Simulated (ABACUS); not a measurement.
Rh:

```xyz
1
Lattice="0.0000 1.8979 1.8979 1.8979 0.0000 1.8979 1.8979 1.8979 0.0000" Properties=species:S:1:pos:R:3 pbc="T T T"
Rh    0.0000    0.0000    0.0000
```

Program: ABACUS 3.10.1. Alike in all runs: task single point; potentials or basis SG15 ONCV 1.2 PBE, plane waves; no spin polarisation; cell as given; k mesh 8 × 8 × 8; cutoff (eV) 1401; smearing fermi-dirac 0.05 eV.

Order these runs on this cell by their pressure, lowest first.
A. level TASK
B. level SCAN
C. level r2SCAN

B (-2.9 GPa), C (-0.3 GPa), A (551.8 GPa).

Caveats: the potentials were made for another functional, which shifts forces and pressure; a pressure of tens of GPa on the cell as given is suspect, and the run, the potentials or the cell itself is likely at fault (some runs).
